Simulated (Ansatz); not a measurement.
Here is an Ansatz 0.2.0 calculation.

The input input.yaml:

```yaml
crystal:
  lattice:
    - [2.193, 1.2661291403, 10.1656666667]
    - [-2.193, 1.2661291403, 10.1656666667]
    - [0.0, -2.5322582807, 10.1656666667]
  atoms:
    - { symbol: Bi, position: [0.6, 0.6, 0.6] }
    - { symbol: Bi, position: [0.4, 0.4, 0.4] }
    - { symbol: Te, position: [0.7905, 0.7905, 0.7905] }
    - { symbol: Te, position: [0.2095, 0.2095, 0.2095] }
    - { symbol: Te, position: [0.0, 0.0, 0.0] }
hamiltonian:
  xc: rpbe
  pseudopotentials: { kind: paw }
kpoints:
  mp_grid: { grid: [7, 7, 7] }
  band_path:
    path:
      - [[0.0, 0.0, 0.0], [0.5, 0.0, 0.0], [0.5, 0.1770083925, -0.1770083925]]
      - [[0.8229916075, 0.5, 0.1770083925], [0.5, 0.5, 0.5], [0.0, 0.0, 0.0], [0.3385041962, 0.0, -0.3385041962]]
      - [[0.6614958038, 0.3385041962, 0.0], [0.5, 0.5, 0.0], [0.6614958038, 0.6614958038, 0.1770083925], [0.5, 0.5, 0.5]]
      - [[0.5, 0.0, 0.0], [0.8229916075, 0.3385041962, 0.3385041962]]
    npoints: 14
scf:
  occupations: { method: fermi_dirac, width: 0.05 }
  n_extra_bands: 12
output:
  forces: true
  stress: true
  eigenvalues: true
  fatbands: false
  write_density: true
  write_potential: true
  elf: true
  volumetric_format: npy
```

Potentials or basis: Ansatz PAW.

Launch:

```bash
$ ansatz run input.yaml --threads 2 --pin off --max-ram 5632MiB --backend cpu --events-out ev --progress --plain --runs-dir out
```

Q: Predict the largest force.

A: 0.036 eV/Å.

Q: Predict the pressure.

A: 3.3 GPa.

Q: Predict the band gap on the k mesh.

A: 0.34 eV, direct.

Q: Estimate the band gap along the path.

A: 0.34 eV, direct.

Forces on the atoms (eV/Å):
```
Bi   0.000  0.000 -0.033
Bi   0.000  0.000  0.033
Te   0.000  0.000 -0.036
Te   0.000  0.000  0.036
Te   0.000  0.000  0.000
```

Caveat: spin-orbit coupling is left out, which as a rule narrows the gap of such compounds by several tenths of an eV; the PAW data sets come from PBE, with cores solved anew for the run's functional, which leaves a small shift of forces and pressure.

**Experimental background.**

“Vacancy and Antisite-Induced Ferromagnetism in Liquid-Phase Exfoliated Bi2Te3”, 2024, arxiv:2412.10539 quotes, for a bulk crystal of Bi2Te3: band gap 0.17 eV.

Against the measured gap of Bi2Te3, 0.17 eV (quoted in “Vacancy and Antisite-Induced Ferromagnetism in Liquid-Phase Exfoliated Bi2Te3”, 2024, arxiv:2412.10539), the calculated 0.34 eV is off by +0.17 eV. Spin-orbit coupling on Bi, Te is left out. The value is that of RPBE, without temperature or zero-point motion.
